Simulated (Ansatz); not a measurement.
Input of an Ansatz 0.2.0 run:

The input input.yaml:

```yaml
crystal:
  lattice:
    - [0.0, 3.0702711986, 3.0702711986]
    - [3.0702711986, 0.0, 3.0702711986]
    - [3.0702711986, 3.0702711986, 0.0]
  atoms:
    - { symbol: Cd, position: [0.0, 0.0, 0.0] }
    - { symbol: Se, position: [0.25, 0.25, 0.25] }
kpoints:
  mp_grid: { grid: [8, 8, 8] }
scf:
  occupations: { method: gaussian, width: 0.021 }
hamiltonian:
  xc: pbe
  pseudopotentials: { kind: all_electron, lapw: { basis_error: 0.001 } }
output:
  forces: true
  stress: true
  eigenvalues: true
```

Potentials or basis: all-electron LAPW, scalar-relativistic.

Launch:

```sh
$ ansatz run input.yaml --threads 1 --pin off --max-ram 3072MiB --backend cpu --events-out ev --progress --plain --runs-dir out
```

What does it give for the band gap on the k mesh?

0.55 eV, direct.

Estimate the pressure.

1.3 GPa.

PBE gaps usually lie below the measured ones, often by a third to a half.
